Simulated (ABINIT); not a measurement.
Wanted: the native input for an ABINIT 10.8.3 (patched build) run.

* Task: single point
* Functional: PBEsol
* Potentials or basis: JTH PAW PBE v2.0
* Cutoff: 544 eV
* k mesh: 8 × 8 × 8
* Occupations: fermi-dirac, width 0.05 eV
* Spin: no spin polarisation
* Fine-grid cutoff: 1088.46 eV

Crystal: Al2Au.

```
CELL_PARAMETERS angstrom
0.00000 3.00000 3.00000
3.00000 0.00000 3.00000
3.00000 3.00000 0.00000
ATOMIC_POSITIONS crystal
Au 0.00000 0.00000 0.00000
Al 0.75000 0.75000 0.75000
Al 0.25000 0.25000 0.25000
```

These files were run (other wordings do the same):

run.abi

```
# Pseudopotentials
pp_dirpath "./"
pseudos "Au.GGA_PBE-JTH.xml, Al.GGA_PBE-JTH.xml"

# Structure
acell 4.2426406871 4.2426406871 4.2426406871 Angstrom
rprim
     0.0000000000     0.7071067812     0.7071067812
     0.7071067812     0.0000000000     0.7071067812
     0.7071067812     0.7071067812     0.0000000000
ntypat 2
znucl 79 13
natom 3
typat 1 2 2
xred
     0.0000000000     0.0000000000     0.0000000000
     0.7500000000     0.7500000000     0.7500000000
     0.2500000000     0.2500000000     0.2500000000

# Plane-wave basis
ecut 20.0
pawecutdg 40.0
pawxcdev 0

# k points
kptopt 1
ngkpt 8 8 8
nshiftk 1
shiftk 0.0 0.0 0.0

# Exchange and correlation
ixc -116133

# Bands and occupations
nband 13
occopt 3
tsmear 0.00183747

# SCF cycle
nstep 100
tolvrs 1.0e-9

# Output
iomode 3
prtwf 0
prtden 0
prteig 0
prtebands 0
enunit 1
```

Potentials or basis: JTH PAW PBE v2.0.

The run is started by

```sh
$ abinit run.abi > log 2>&1
```

It gave:

The pressure is 0.1 GPa. The band gap on the k mesh is none (metal or under the smearing width). The valence electrons inside the program's atomic spheres are Au 9.77; Al 0.72.

Caveat: the PAW data sets were made with another functional, which shifts forces and pressure a little.

Wall time 92 s on 1 thread of Intel(R) Xeon(R) Platinum 8375C CPU @ 2.90GHz (Ice Lake), with other jobs on the host, peak memory 0.13 GiB.
